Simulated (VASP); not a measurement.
Here is a VASP 6.6.1 calculation.

The input INCAR:

```
PREC = Accurate ; ENCUT = 520
EDIFF = 1E-6 ; ISMEAR = -1
SIGMA = 0.05 ; LREAL = False
LASPH = True ; NELM = 150
ALGO = Normal ; ISIF = 2
LWAVE = False ; LCHARG = False
ISPIN = 2 ; MAGMOM = 3.5 3.5 0 0
LORBIT = 11 ; LMAXMIX = 4
GGA = PE ; NBANDS = 27
```

KPOINTS

```
regular mesh
0
Gamma
  10 10 5
```

Contents of POSCAR:

```
CoO
1.0
    3.1976457435      0.0000000000      0.0000000000
   -1.5988228718      2.7692424462      0.0000000000
    0.0000000000      0.0000000000      5.2287097100
Co O
2 2
Direct
    0.3333333333      0.6666666667      0.5033624100
    0.0000000000      0.0000000000      0.0034741400
    0.3333333333      0.6666666667      0.8715556000
    0.0000000000      0.0000000000      0.3716088500
```

Potentials or basis: VASP PAW PBE potentials, release 64 (Co, O).

Launch:

```sh
$ cat potpaw_PBE.64/Co/POTCAR potpaw_PBE.64/O/POTCAR > POTCAR
$ mpirun -np 1 vasp_std > vasp.out
```

Problem. What does it give for the largest force?

Solution. 0.310 eV/Å.

Problem. Estimate the pressure.

Solution. 1.4 GPa.

Problem. Predict the site moments.

Solution. Co +2.50; O +0.31 μB.

Stress tensor (GPa, compression positive):
```
0.27 0.00 0.00
0.00 0.27 0.00
0.00 0.00 3.67
```
